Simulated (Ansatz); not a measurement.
# Contact densities of K2S against volume

```
K S
1.0
     0.00000    3.69550    3.69550
     3.69550    0.00000    3.69550
     3.69550    3.69550    0.00000
K S
2 1
Direct
  0.25000 0.25000 0.25000
  0.75000 0.75000 0.75000
  0.00000 0.00000 0.00000
```

Atom numbers follow the list: K1, K2, S3.

The cell is COD entry 1011375, as deposited and not checked against the literature; nothing was relaxed.

The calculation used DFT, PBEsol, all-electron PAW with datasets made for the crystal, scalar-relativistic in Ansatz 0.2.0.

Numerical set-up: a Γ-centred 7×7×7 k mesh, Fermi–Dirac smearing of 0.01 eV, cutoff 220 eV (chosen by the program for this cell), no spin polarisation.

The contact density is the mean electron density over the nuclear volume; its changes follow the s electrons' response to bonding and compression. Changes below are taken from the unscaled cell, where it is 34707 e/Å³ at K1, 19716.5 e/Å³ at S3.

```json
{"V/V(cell)": "0.9400", "P (GPa)": "0.9", "Δρ(0) K1 (e/Å³)": "?", "Δρ(0) S3 (e/Å³)": "-0.38"}
{"V/V(cell)": "0.9800", "P (GPa)": "0.0", "Δρ(0) K1 (e/Å³)": "0.08", "Δρ(0) S3 (e/Å³)": "?"}
{"V/V(cell)": "1.0000", "P (GPa)": "-0.4", "Δρ(0) K1 (e/Å³)": "0.00", "Δρ(0) S3 (e/Å³)": "0.00"}
{"V/V(cell)": "1.0100", "P (GPa)": "-0.6", "Δρ(0) K1 (e/Å³)": "?", "Δρ(0) S3 (e/Å³)": "0.06"}
{"V/V(cell)": "1.0400", "P (GPa)": "-1.1", "Δρ(0) K1 (e/Å³)": "-0.16", "Δρ(0) S3 (e/Å³)": "0.25"}
```

What belongs in the row "0.9400", column "Δρ(0) K1 (e/Å³)"?

0.27.

Fill in "Δρ(0) S3 (e/Å³)" for the row "0.9800".

-0.13.

Give the missing entry: row "1.0100", column "Δρ(0) K1 (e/Å³)".

-0.04.

The datasets are made afresh for each cell, so very small changes are uncertain.
